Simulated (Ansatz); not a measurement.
# TaN: a single-point run

Wanted: a converged single-point run for TaN, and a check of what comes out. The structure is shown as the input types it.

Method: DFT, r2SCAN, all-electron PAW with datasets made for the crystal, scalar-relativistic, computed with Ansatz 0.2.0.

## 1. The calculation

input.yaml reads:

```yaml
crystal:
  lattice:
    - [2.9217699809, 0.0, 0.0]
    - [-1.4608849905, 2.5303270275, 0.0]
    - [0.0, 0.0, 5.916515]
  atoms:
    - { symbol: TAx, position: [0.0, 0.0, 0.0] }
    - { symbol: Ta, position: [0.0, 0.0, 0.5] }
    - { symbol: "N", position: [0.6666666667, 0.3333333333, 0.75] }
    - { symbol: "N", position: [0.3333333333, 0.6666666667, 0.25] }
kpoints:
  mp_grid: { grid: [13, 13, 6] }
  band_path:
    path:
      - [0.0, 0.0, 0.0]
      - [0.5, 0.0, 0.0]
      - [0.3333333333, 0.3333333333, 0.0]
      - [0.0, 0.0, 0.0]
      - [0.0, 0.0, 0.5]
      - [0.5, 0.0, 0.5]
      - [0.3333333333, 0.3333333333, 0.5]
      - [0.0, 0.0, 0.5]
      - [0.5, 0.0, 0.5]
    npoints: 8
scf:
  occupations: { method: fermi_dirac, width: 0.03 }
  max_iter: 50
hamiltonian:
  xc: r2scan
  pseudopotentials: { kind: all_electron, datasets: crystal }
output:
  forces: true
  stress: true
  eigenvalues: true
  efg: { contact_densities: true }
```

The run is started by

```
> ansatz run input.yaml --threads 1 --pin off --max-ram 4096MiB --backend cpu --events-out ev --progress --plain --runs-dir out
```

**Question.** How will this run end, and is anything wrong with its input?

Nothing was computed: the input was turned down at the start. It says: «line 7 column 17: `TAx` is not an element symbol (H … Og, case-exact)»

An atom's symbol is no element symbol as the program reads them.

The cure: write the element's symbol correctly.
